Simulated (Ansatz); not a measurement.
Runs of Ansatz 0.2.0 on PtS2. It takes space group P-3m1 (No. 164, trigonal). Conventional cell: a = 3.543 Å, b = 3.543 Å, c = 5.039 Å, α = 90.00°, β = 90.00°, γ = 120.00°. Around Pt (site symmetry -3m) lie 6 S at 2.34 Å. S (site symmetry 3m) is surrounded by 3 Pt at 2.34 Å. 

```tsv
task	level	k mesh	atoms under strain	gap on the mesh (eV)	pressure (GPa)
Born charges and dielectric tensor	LDA	9 × 9 × 5	-	(a)	-
phonons	PBE	7 × 7 × 4	-	0.84	-
elastic constants	LDA	7 × 7 × 4	relaxed	0.56	-1.4
elastic constants	PBE	7 × 7 × 4	relaxed	0.56	4.2
```

Alike in all rows: potentials or basis Ansatz PAW; no spin polarisation; cell as given; cutoff (eV) 420; smearing fixed.

Question: Estimate the missing entries.

Answer: (a) 0.90.

Caveats: odd divisions of the mesh miss points on the zone boundary, where band edges often lie, so the gap on the mesh can be too wide; spin-orbit coupling is left out, which moves the levels of the heavy elements; the PAW data sets come from PBE, with cores solved anew for the run's functional, which leaves a small shift of forces and pressure (some runs); the cell is more than 3 GPa from zero pressure, which shifts response properties (some runs).

A k mesh can miss the band edges, and the runs leave out spin-orbit coupling on Pt.
